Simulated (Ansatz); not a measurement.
# InP (F-43m) in Ansatz: band structure with HSE06

Aim: the band structure of InP with HSE06.

All numbers are computed with Ansatz 0.2.0; they aren't measurements. Logs are shortened: lines on timing, memory, paths and dates and some standing lists are left out, and cuts for length are marked.

**Measured values to compare with.**

A printed reference work, data compilation reports, for a bulk crystal of InP at 1.6 K: band gap 1.4236 eV (direct).

The results are compared with them further down.

## Step 1: Starting point

The structure is cubic, space group F-43m (No. 216). Conventional cell: a = 5.861 Å, b = 5.861 Å, c = 5.861 Å, α = 90.00°, β = 90.00°, γ = 90.00°. In (site symmetry -43m) has 4 P at 2.54 Å as nearest neighbours. Around P (site symmetry -43m) lie 4 In at 2.54 Å.

## Step 2: Band structure, HSE06

input reads:

```
crystal:
  lattice:
    - [0.0, 2.9305, 2.9305]
    - [2.9305, 0.0, 2.9305]
    - [2.9305, 2.9305, 0.0]
  atoms:
    - { symbol: In, position: [0.0, 0.0, 0.0] }
    - { symbol: P, position: [0.75, 0.75, 0.75] }
hamiltonian:
  xc: hse06
  pseudopotentials: { kind: paw }
kpoints:
  mp_grid: { grid: [6, 6, 6] }
  band_path:
    path:
      - [[0.0, 0.0, 0.0], [0.5, 0.0, 0.5], [0.5, 0.25, 0.75], [0.375, 0.375, 0.75], [0.0, 0.0, 0.0], [0.5, 0.5, 0.5], [0.625, 0.25, 0.625], [0.5, 0.25, 0.75], [0.5, 0.5, 0.5], [0.375, 0.375, 0.75]]
      - [[0.625, 0.25, 0.625], [0.5, 0.0, 0.5]]
    npoints: 4
scf:
  occupations: { method: fermi_dirac, width: 0.05 }
  n_extra_bands: 6
output:
  forces: true
  stress: true
  eigenvalues: true
  fatbands: false
```

Potentials or basis: Ansatz PAW.

What it wrote:

```text
Warning: output.stress: scf.convergence.dr2_threshold = 1e-7 eV (the SCF's general default) is looser than the 2e-10 eV advised for a printed stress (1e-10 eV for each atom of the cell: 2). What an SCF threshold leaves in a stress goes as its square root, and in the free energy as the threshold itself, and one threshold admits the most on a small cell: of the crystals measured, under no hybrid functional and no lock of the moments, on runs that ended without the residual-converged pass, on stresses that held no estimate of that error, the worst erred by over 100 MPa in a component at 1e-7 eV an atom and by under 5 at 1e-10. Set scf.convergence.dr2_threshold to 2e-10 eV or tighter. The threshold is an SCF's pass mark: one that does not reach it within its budget of iterations ends unconverged, or closes short of it on a stop that the run arms, and scf.convergence.dr2_threshold's page says what that costs each kind of run
Warning: output.stress: scf.exx.energy_threshold = 1e-6 eV is looser than the 2e-8 eV advised for a stress under a hybrid functional (1e-8 eV for each atom of the cell: 2). Every SCF of the exchange loop can meet its threshold on dr2 while the loop round them stops early: no threshold on dr2 bounds what that leaves in the stress. Set scf.exx.energy_threshold to 2e-8 eV or tighter. The threshold is the loop's pass mark: a loop that does not reach it within its budget of cycles ends unconverged, and scf.exx.energy_threshold's page has the law
scf.n_extra_bands = 6 over 9 filled bands (N_el = 18.0): the run solves 15 bands
GPUs: using 1 of 1 available (devices: 1).
Engine: ansatz 0.2.0, x86_64-unknown-linux-gnu
Pseudopotentials: kind: paw
Pseudopotential: In, paw, valence charge 13, recommended cutoff 420 eV (normal), In.paw.azcp
Pseudopotential: P, paw, valence charge 5, recommended cutoff 420 eV (normal), P.paw.azcp
Functional definition: HSE06
  parameter a = 0.25
  parameter omega = 0.11/bohr
  exchange = pbe_x - a*pbe_x_sr(omega) + a*exact_x_sr(omega)
  correlation = pbe_c
device memory: the entry about to start is reckoned to put 0.5 GiB on a device that reports 77.7 GiB free (of which the cap on the GPU budget leaves the run 18.0 GiB)
GPU FFT provider: cuFFT
GPU libraries: cuBLAS 13.8.2, cuFFT 12.4.0, cuSOLVER 12.3.4
Crystal: 2 atoms, lattice volume = 50.333 Å³
Basis set: ecut = 420 eV, 941 PW (Γ), exchange–correlation on 60×60×60 points (8 copies of the dense FFT grid, shifted against one another)
Bands: 15, of which v1, the nominal top of the filled ones, is band 9 counted from 1 (8 counted from 0)
Symmetry: 24 space group operations
Space group: F-43m (ITA 216), of the structure as read, at distance tolerance 3.7e-5 Å
k-points: 16 of 216 (time reversal used)
Non-local potential: In, projectors of the file, l = 0: 2, l = 1: 2, l = 2: 2, l = 3: 2
Non-local potential: P, projectors of the file, l = 0: 2, l = 1: 2, l = 2: 2
PAW form: soft (Blöchl's): semilocal exchange-correlation on the pseudo side does not see the compensation charge
PAW frozen core: In, regenerated for the run's functional, and the local potential with it (the file was generated under x = pbe(κ = 0.804, μ = 0.2195149727645171), c = pbe(β = 0.06672455060314922))
PAW frozen core: P, regenerated for the run's functional, and the local potential with it (the file was generated under x = pbe(κ = 0.804, μ = 0.2195149727645171), c = pbe(β = 0.06672455060314922))
PAW one-centre angular grid: In, 590 points (default); XC on 64 Gauss nodes
PAW one-centre angular grid: P, 110 points (default); XC on 64 Gauss nodes
Initial density: superposition of atomic densities (neutral atoms: chi_scale 0, normalization atom), corrected by the library's trained network
Initial wavefunctions: pseudopotential atomic-orbital guess
GPU buffer pool allocated for 27000 grid points (all kernels)
GPU transforms: local potential and band sums: pruned to the plane-wave sphere, on 27×27×27
[... 33 lines left out ...]
SCF iter   1: F=—  HF=-6358.501169 eV  |F-HF|=—  |Δ(HF+E_count)|=         —  Δρ=3.97e-5  dr2=5.25e-7  ethr=3.47e-7  ⟨swp⟩=5.5  Hψ=623  notcnv=0
preconditioner: auto → none  [insulator: Δε(μ)=1.503 eV  Ē_g=18.392 eV  σ=0.050 eV  W_gap=1.00  n_scr=14 (ndim 8)  ℏωp=22.2 eV  f_vac=0.016  D(μ)=0.00/eV (n_scr^D=0)]
SCF iter   2: F=—  HF=-6358.501169 eV  |F-HF|=—  |Δ(HF+E_count)|=   4.65e-8  Δρ=1.21e-5  dr2=6.68e-8  ethr=2.67e-9  ⟨swp⟩=4.0  Hψ=599  notcnv=0
SCF iter   3: F=—  HF=-6358.501169 eV  |F-HF|=—  |Δ(HF+E_count)|=   1.78e-7  Δρ=7.84e-6  dr2=2.73e-8  ethr=1.75e-10  ⟨swp⟩=4.9  Hψ=662  notcnv=0  defer=3
SCF iter   4: F=-6358.501169 eV  HF=-6358.501169 eV  |F-HF|=2.69e-10  |Δ(HF+E_count)|=   9.08e-9  Δρ=1.25e-6  dr2=7.19e-10  ethr=1.32e-10  ⟨swp⟩=2.8  Hψ=409  notcnv=0
SCF 3 converged in 4 iterations: F = -6358.501169 eV  dr2 = 7.19e-10
  Residual-converged pass: ⟨swp⟩=3.2  Hψ=532  notcnv=0  max |occ|·‖R‖ = 2.3e-6 eV (tolerance 2.4e-6 eV)  dr2=7.78e-10  dr2_onsite=2.80e-10  max |Δocc| = 4.4e-16
hybrid outer 2: dexx = +1.849e-7 eV, tail = 3.41e-9 eV, Δε = 1.68e-3 eV (about 4.25e-5 eV left of the loop's levels)
device memory: the entry about to start is reckoned to put 0.4 GiB on a device that reports 75.9 GiB free (of which the cap on the GPU budget leaves the run 18.0 GiB)
NSCF: frozen V_eff on 42 k-points, pencils in batches of 32, up to order 68
hybrid SCF converged: 2 outer / 9 inner (+3 warm-up), last move |dexx| = 1.85e-7 eV, tail = 3.41e-9 eV
Stability not checked: this state was not tested for a lower state beside it, because the functional holds exact exchange (a hybrid, or Hartree-Fock), whose exchange loop this test does not read (fock_operator; see scf.lower_state_search)
Free energy (F): -6358.501169 eV
Frozen-core exchange: fock
Harris-Foulkes:  -6358.501169 eV  (|F-HF|=2.69e-10)
Internal energy: -6358.501169 eV  (E = F + TS)
E sigma→0 (E₀):  -6358.501169 eV
Fermi energy:    7.358875 eV
--- Per-component energies (eV) ---
  E_band       = -80.490937
  E_kinetic    = 313.813134
  E_local      = -1399.238280  (includes V_loc(G=0)·N_el)
  E_nonlocal   = 401.246501
  E_hartree    = 553.473034
  E_xc         = -220.819768
  E_vxc        = -128.449203  (∫ρ·V_xc dr)
  E_exx        = -40.496232  (= α·E_x^exact, valence–valence)
  E_paw        = -4746.206884  (= ΣΔE_a)
  E_vpaw       = -293.816627  (= ΣTr[D̂ρ^β])
  E_aug_tail   = 0.000030  (compensation charges beyond the density's cutoff)
  E_ewald      = -1220.708286
  E_core_change = 0.435577  (= ΣΔE_core)
  E_smearing   = -0.000000  (= −TS)
  E_closure    = 0.000004  (closes the sum)
  Σ components = -6358.501169   (vs F -6358.501169, Δ=0.00e0)
--- Forces (eV/Å), atoms counted from 1 ---
  atom   1  In    -0.00000000     0.00000000    -0.00000000
  atom   2  P      0.00000000     0.00000000     0.00000000
  max |Σ_I F_I| component: 4.39e-17 eV/Å
--- Stress (GPa, compression-positive) ---
        1.506551      -0.000000      -0.000000
        0.000000       1.506551       0.000000
       -0.000000       0.000000       1.506551
  P = ⅓ Tr σ = 1.5066 GPa (15.066 kbar)
--- Band table (eV; the first three rows and the last of 16) ---
  k-point 0: bands = ["-9.3484", "-9.3484", "-9.3484", "-9.1830", "-9.1830", "-6.1580", "6.5799", "6.5799", "6.5799", "8.0826", "11.4948", "11.4948", "11.4948", "16.1574", "17.0504"]
  k-point 1: bands = ["-9.3784", "-9.3358", "-9.3358", "-9.1827", "-9.1827", "-5.8181", "4.3090", "6.2523", "6.2523", "9.1644", "11.9159", "11.9684", "11.9684", "16.1430", "16.1430"]
  k-point 2: bands = ["-9.4348", "-9.3151", "-9.3151", "-9.1771", "-9.1771", "-4.9388", "1.6322", "5.7347", "5.7347", "9.0090", "12.3116", "12.3116", "13.8296", "16.4035", "16.6865"]
  k-point 15: bands = ["-9.5058", "-9.2740", "-9.2489", "-9.2128", "-9.1623", "-3.5113", "0.4723", "3.5116", "3.5628", "10.5586", "11.0698", "14.3787", "14.6479", "17.9900", "19.0498"]
```

bands.tsv:

```text
# k_distance	band_0	band_1	band_2	band_3	band_4	band_5	band_6	band_7	band_8	band_9	band_10	band_11	band_12	band_13	band_14
# fermi_ev = 7.358879
# lock_threshold_ev = 1e-6
[... 55 lines left out ...]
6.502570	-16.860687	-16.631341	-16.616217	-16.569013	-16.522638	-10.945861	-6.850844	-4.381558	-2.898704	2.270213	4.504781	7.759342	7.813451	8.590454	10.175263
6.597326	-16.871244	-16.621280	-16.609856	-16.577644	-16.516999	-10.912161	-6.920530	-4.124668	-3.077825	2.077027	3.636861	8.217064	8.443879	9.234455	10.704635
6.692081	-16.880226	-16.611907	-16.605161	-16.584820	-16.512389	-10.913801	-6.973298	-3.774195	-3.210748	1.898380	2.850479	8.763936	9.106883	9.833269	11.128938
6.786836	-16.886310	-16.604643	-16.602292	-16.590193	-16.509369	-10.925556	-7.008333	-3.454163	-3.292470	1.702698	2.353366	9.311982	9.752079	10.150361	11.272748
6.881591	-16.888462	-16.601328	-16.601328	-16.592760	-16.508318	-10.931278	-7.020730	-3.320037	-3.320037	1.585949	2.211892	9.635058	10.121756	10.121756	11.131961
```

Run time: 58 s. Hardware: 1 × NVIDIA H100 80GB HBM3 with 2 threads of AMD EPYC 7R13 (Zen 3), shared host; peak memory 2.3 GiB.

What came out:

```yaml
Free_energy: -6358.5012 eV
Pressure: 1.5 GPa
Band_gap_on_the_k_mesh: 1.50 eV, direct
Band_gap_along_the_path: 1.50 eV, direct
```

Levels at the corners of the path, in eV from the valence-band top:
```tsv
point	band 6	band 7	band 8	band 9	band 10	band 11	band 12	band 13
Γ	-12.74	0.00	0.00	0.00	1.50	4.91	4.91	4.91
X	-10.15	-6.24	-2.54	-2.54	2.36	2.99	10.41	10.90
W	-10.07	-6.06	-3.23	-3.15	5.04	5.40	6.50	7.03
K	-10.17	-6.07	-3.60	-2.12	3.05	5.28	8.54	8.59
Γ	-12.74	0.00	0.00	0.00	1.50	4.91	4.91	4.91
L	-10.87	-6.25	-1.06	-1.06	2.26	5.65	5.65	8.03
U	-10.17	-6.07	-3.60	-2.12	3.05	5.28	8.54	8.59
W	-10.07	-6.06	-3.23	-3.15	5.04	5.40	6.50	7.03
L	-10.87	-6.25	-1.06	-1.06	2.26	5.65	5.65	8.03
K	-10.17	-6.07	-3.60	-2.12	3.05	5.28	8.54	8.59
U	-10.17	-6.07	-3.60	-2.12	3.05	5.28	8.54	8.59
X	-10.15	-6.24	-2.54	-2.54	2.36	2.99	10.41	10.90
```

Caveat: spin-orbit coupling is left out, which moves the levels of the heavy elements; the PAW data sets come from PBE, with cores solved anew for the run's functional, which leaves a small shift of forces and pressure; the thresholds are loose for stress.

## Step 3: Against experiment

Step 2. Measured gap of InP: 1.4236 eV (direct; 1.6 K; a printed reference work, data compilation). This calculation gives 1.50 eV (+0.08 eV). Spin-orbit coupling on In is left out. The value is that of HSE06, without temperature or zero-point motion.
